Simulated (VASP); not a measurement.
# C in VASP: a series of runs

The runs below take C through single point, with LDA.

Everything below comes from runs of VASP 6.6.1. Logs are shortened: lines on timing, memory, paths and dates and some standing lists are left out, and cuts for length are marked.

## Step 1: Starting point

The cell holds a slab with vacuum, 8 atoms: a = 2.456 Å, b = 2.456 Å, c = 28.805 Å, α = 90.00°, β = 90.00°, γ = 120.00°.

The slab is cut from a database's or a generator's crystal, which needn't be the stable form of the element.

## Step 2: Single point, LDA

INCAR reads:

```
SYSTEM = C
  PREC = Accurate
  ENCUT = 600
  EDIFF = 1E-7
  ISMEAR = 1
  SIGMA = 0.1
  LREAL = .False.
  LASPH = .True.
  NELM = 120
  ALGO = Normal
  ISIF = 2
  LWAVE = .False.
  LCHARG = .False.
  LDIPOL = .True.
  IDIPOL = 3
  DIPOL = 0.5 0.5 0.500
  NBANDS = 32
  LVHAR = .True.
  LVACPOTAV = .True.
```

KPOINTS reads:

```
regular mesh
0
Gamma
  15 15 1
  0 0 0
```

POSCAR reads:

```
C
1.0
    2.4560959400      0.0000000000      0.0000000000
   -1.2280479700      2.1270618200      0.0000000000
    0.0000000000      0.0000000000     28.8049153298
C
8
Direct
    0.5833794600      0.1667589200      0.3124466744
    0.9166205400      0.8332410800      0.3124466744
    0.0833794600      0.1667589200      0.4385240305
    0.4166205400      0.8332410800      0.4385240305
    0.5833794600      0.1667589200      0.5614759695
    0.9166205400      0.8332410800      0.5614759695
    0.0833794600      0.1667589200      0.6875533256
    0.4166205400      0.8332410800      0.6875533256
```

Potentials or basis: VASP PAW LDA potentials, release 64 (C).

Run with:

```
$ cat potpaw_LDA.64/C/POTCAR > POTCAR
$ mpirun -np 1 vasp_std > vasp.out
```

OUTCAR:

```text
SYSTEM = C
   PREC = Accurate
   ENCUT = 600
   EDIFF = 1E-7
   ISMEAR = 1
   LREAL = .False.
   LASPH = .True.
   NELM = 120
   ISIF = 2

 Found     64 irreducible k-points:

 Following reciprocal coordinates:
            Coordinates               Weight
  0.000000  0.000000  0.000000      1.000000
  0.066667  0.000000  0.000000      4.000000
  0.000000  0.066667  0.000000      2.000000
  0.133333 -0.000000  0.000000      4.000000
  0.000000  0.133333  0.000000      2.000000
  0.200000  0.000000  0.000000      4.000000
   k-points           NKPTS =     64   k-points in BZ     NKDIM =     64   number of bands    NBANDS=     32
   number of dos      NEDOS =    301   number of ions     NIONS =      8
   total plane-waves  NPLWV =  96000
   dimension x,y,z NGX =    20 NGY =   20 NGZ =  240
   dimension x,y,z NGXF=    40 NGYF=   40 NGZF=  480
   ions per type =               8
   NGX,Y,Z   is equivalent  to a cutoff of  13.54, 13.54, 13.85 a.u.
   NGXF,Y,Z  is equivalent  to a cutoff of  27.07, 27.07, 27.70 a.u.
 SYSTEM =  C
   PREC   = accura    normal or accurate (medium, high low for compatibility)
   ISTART =      0    job   : 0-new  1-cont  2-samecut
   ICHARG =      2    charge: 1-file 2-atom 10-const
   ISPIN  =      1    spin polarized calculation?
   LNONCOLLINEAR =      F non collinear calculations
   LSORBIT =      F    spin-orbit coupling
   LASPH  =      T    aspherical Exc in radial PAW
   ENCUT  =  600.0 eV  44.10 Ry    6.64 a.u.   4.91  4.91 57.53*2*pi/ulx,y,z
   NELM   =    120;   NELMIN=  2; NELMDL= -5     # of ELM steps
   EDIFF  = 0.1E-06   stopping-criterion for ELM
   LREAL  =      F    real-space projection
   EDIFFG = 0.1E-05   stopping-criterion for IOM
   NSW    =      0    number of steps for IOM
   IBRION =     -1    ionic relax: 0-MD 1-quasi-New 2-CG
   NFREE  =      0    steps in history (QN), initial steepest desc. (CG)
   ISIF   =      2    stress and relaxation
   ISYM   =      2    0-nonsym 1-usesym 2-fastsym
   POTIM  = 0.5000    time-step for ionic-motion
   TEBEG  =    0.0;   TEEND  =   0.0 temperature during run
   PSTRESS=    0.0 pullay stress
   NELECT =      32.0000    total number of electrons
   NUPDOWN=      -1.0000    fix difference up-down
   EMIN   =  10.00;   EMAX   =-10.00  energy-range for DOS
   EFERMI =   0.00;   METHOD = LEGACY
   ISMEAR =     1;   SIGMA  =   0.10  broadening in eV -4-tet -1-fermi 0-gaus
   EFERMI_NEDOS =   21; number of points for ismear=-14 and -15
   IALGO  =     38    algorithm
   IMIX   =      4    mixing-type and parameters
     AMIX     =   0.40;   BMIX     =  1.00
     AMIX_MAG =   1.60;   BMIX_MAG =  1.00
  volume/ion in A,a.u.               =      18.81       126.94
  Fermi-wavevector in a.u.,A,eV,Ry     =   0.977149  1.846544 12.991118  0.954820
  Thomas-Fermi vector in A             =   2.107824
   LORBIT       =      0    0 simple, 1 ext, 2 COOP (PROOUT), +10 PAW based schemes
   GGA     = CA    functional components
   LHFCALC =     F    Hartree Fock is set to
   AEXX    =    0.0000 exact exchange contribution
   IVDW    =     0    specifies the selected vdW correction
   LEPSILON=     F    determine dielectric tensor
   LRPA    =     F    only Hartree local field effects (RPA)
 non-spin polarized calculation
 Methfessel and Paxton  Order N= 1 SIGMA  =   0.10
  energy-cutoff  :      600.00
  volume of cell :      150.48
 maximum number of plane-waves:      5109
   NGX =  9   NGY =  9   NGZ =115

 number of electron      31.9999997 magnetization

 dipolmoment           0.000000      0.000000     -0.000000 electrons x Angstroem

 Free energy of the ion-electron system (eV)
  ---------------------------------------------------
  ext. energy  EPLUGINS =         0.00000000
  ---------------------------------------------------
  free energy    TOTEN  =       -80.83772264 eV

  energy without entropy =      -80.83788095  energy(sigma->0) =      -80.83777541

 E-fermi :  -0.2570     XC(G=0):  -5.4021

 val. band max:       -0.2979723767   @ k =   0.3333   0.3333   0.0000
 cond. band min:      -0.2160805748   @ k =   0.3333   0.3333   0.0000
 fundamental gap:      0.0818918019
 Fermi energy:        -0.2569729491

 k-point     1 :       0.0000    0.0000    0.0000
  band No.  band energies     occupation
      1     -19.7073      2.00000
      2     -19.6605      2.00000
      3     -19.6129      2.00000
      4     -19.5551      2.00000
      5      -8.5352      2.00000
      6      -8.1764      2.00000
[... 20 lines left out ...]
     27       8.0944      0.00000
     28       8.0970      0.00000

 k-point     2 :       0.0667    0.0000    0.0000
  band No.  band energies     occupation
      1     -19.6016      2.00000
      2     -19.5552      2.00000
      3     -19.5079      2.00000
      4     -19.4505      2.00000
      5      -8.4059      2.00000
      6      -8.0486      2.00000
[... 20 lines left out ...]
     27       8.1527      0.00000
     28       8.1681      0.00000

 k-point     3 :       0.0000    0.0667    0.0000
  band No.  band energies     occupation
      1     -19.6016      2.00000
      2     -19.5552      2.00000
      3     -19.5079      2.00000
      4     -19.4505      2.00000
      5      -8.4060      2.00000
      6      -8.0486      2.00000
[... 20 lines left out ...]
     27       8.1595      0.00000
     28       8.1656      0.00000

 k-point     4 :       0.1333   -0.0000    0.0000
  band No.  band energies     occupation
      1     -19.2852      2.00000
      2     -19.2400      2.00000
      3     -19.1938      2.00000
      4     -19.1375      2.00000
      5      -8.0197      2.00000
      6      -7.6670      2.00000
[... 20 lines left out ...]
     27       8.2094      0.00000
     28       8.2241      0.00000

 k-point     5 :       0.0000    0.1333    0.0000
  band No.  band energies     occupation
      1     -19.2853      2.00000
      2     -19.2401      2.00000
      3     -19.1938      2.00000
      4     -19.1375      2.00000
      5      -8.0203      2.00000
      6      -7.6672      2.00000
[... 20 lines left out ...]
     27       8.2179      0.00000
     28       8.2279      0.00000

 k-point     6 :       0.2000    0.0000    0.0000
  band No.  band energies     occupation
      1     -18.7606      2.00000
      2     -18.7172      2.00000
      3     -18.6727      2.00000
      4     -18.6182      2.00000
      5      -7.3827      2.00000
      6      -7.0382      2.00000
[... 20 lines left out ...]
     27       8.1137      0.00000
     28       8.2202      0.00000

 [... further k-points ...]

 [bands above 28 left out]

------------------------ aborting loop because EDIFF is reached ----------------------------------------

  FORCE on cell =-STRESS in cart. coord.  units (eV):
  Direction    XX          YY          ZZ          XY          YZ          ZX
  --------------------------------------------------------------------------------------
  -------------------------------------------------------------------------------------
  Total       -2.1875991     -2.2404329     -0.6044555      0.0000000      0.0000000      0.0000000
  in kB      -23.2909003    -23.8534105     -6.4355086      0.0000000      0.0000000      0.0000000
  external PRESSURE =     -17.8599398 kB  Pullay stress =       0.0000000 kB

 VOLUME and BASIS-vectors are now :
 -----------------------------------------------------------------------------
  energy-cutoff  :      600.00
  volume of cell :      150.48
      direct lattice vectors                 reciprocal lattice vectors
     2.456095940  0.000000000  0.000000000     0.407150219  0.235066041  0.000000000
    -1.228047970  2.127061820  0.000000000     0.000000000  0.470132081  0.000000000
     0.000000000  0.000000000 28.804915330     0.000000000  0.000000000  0.034716297

 POSITION                                       TOTAL-FORCE (eV/Angst)
 -----------------------------------------------------------------------------------
      1.22805      0.35471      9.00000        -0.000000     -0.024405      0.021740
      1.22805      1.77236      9.00000         0.000000      0.024405      0.021740
      0.00000      0.35471     12.63165         0.000000     -0.026884     -0.005019
     -0.00000      1.77236     12.63165        -0.000000      0.026884     -0.005019
      1.22805      0.35471     16.17327         0.000000     -0.026884      0.005019
      1.22805      1.77236     16.17327        -0.000000      0.026884      0.005019
      0.00000      0.35471     19.80492        -0.000000     -0.024405     -0.021740
     -0.00000      1.77236     19.80492         0.000000      0.024405     -0.021740
 -----------------------------------------------------------------------------------
    total drift:                                0.000000     -0.000000      0.000000

  FREE ENERGIE OF THE ION-ELECTRON SYSTEM (eV)
  ---------------------------------------------------
  free  energy   TOTEN  =       -80.8377226373 eV

  energy  without entropy=      -80.8378809517  energy(sigma->0) =      -80.83777541

 vacuum level on the upper side and lower side of the slab         4.275         4.275
```

stdout:

```text
POSCAR found type information on POSCAR C
 POSCAR found :  1 types and       8 ions
 scaLAPACK will be used
 LDA part: xc-table for (Slater(with rela. corr.)+CA(PZ))
 , standard interpolation
 POSCAR, INCAR and KPOINTS ok, starting setup
 FFT: planning ... GRIDC
 FFT: planning ... GRID_SOFT
 FFT: planning ... GRID
 WAVECAR not read
 entering main loop
 -----------------------------------------------------------------------------
|                                                                             |
|           W    W    AA    RRRRR   N    N  II  N    N   GGGG   !!!           |
|           W    W   A  A   R    R  NN   N  II  NN   N  G    G  !!!           |
|           W    W  A    A  R    R  N N  N  II  N N  N  G       !!!           |
|           W WW W  AAAAAA  RRRRR   N  N N  II  N  N N  G  GGG   !            |
|           WW  WW  A    A  R   R   N   NN  II  N   NN  G    G                |
|           W    W  A    A  R    R  N    N  II  N    N   GGGG   !!!           |
|                                                                             |
|     Did not find any points to average over, which means that no vacuum     |
|     field-free region was found. Please increase the size of  your cell     |
|     in the dimension of the dipole correction to obtain accurate            |
|     workfunction values.                                                    |
|                                                                             |
 -----------------------------------------------------------------------------
```

Run time: 8.7 min. Hardware: 1 thread of Intel Xeon 6975P-C (Granite Rapids), shared host; peak memory 0.39 GiB.

These settings aren't checked as converged: the numbers below hold their error.

What came out:

- Free energy: -80.8377 eV
- Largest force: 0.033 eV/Å
- Band gap on the k mesh: 0.08 eV, direct
- Ionisation potential of the upper face: 4.57 eV

(Part 1 of 2 ends here.)
